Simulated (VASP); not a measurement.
Data:

```
ZnTe
1.0
    0.00000     3.04385     3.04385
    3.04385     0.00000     3.04385
    3.04385     3.04385     0.00000
Zn Te
1 1
Direct
  0.00000   0.00000   0.00000
  0.25000   0.25000   0.25000
```

Level of theory: r2SCAN+rVV10, VASP's PBE PAW potentials (set 64) (plane waves; VASP). Settings: 520 eV cut-off, 8×8×8 Γ-centred mesh, tetrahedra with Blöchl corrections, potentials Zn Te.

Unless said otherwise, spin-orbit coupling is left out, though it shifts the bands of the heavy elements here.

Q: What does the run give for the energy per atom (σ→0), band gap (over mesh and band path) with the smallest direct gap where there is one?

A: 
```
Property                                                 Value
---------------------------------------------  ---------------
band gap (over mesh and band path)                     1.83 eV
smallest direct gap (over mesh and band path)          1.83 eV
energy per atom (σ→0)                          -17.440 eV/atom
```

Total energies compare only between runs with the same potentials, cut-off and functional.

The compound is ZnTe in the zinc blende structure. It was relaxed first.
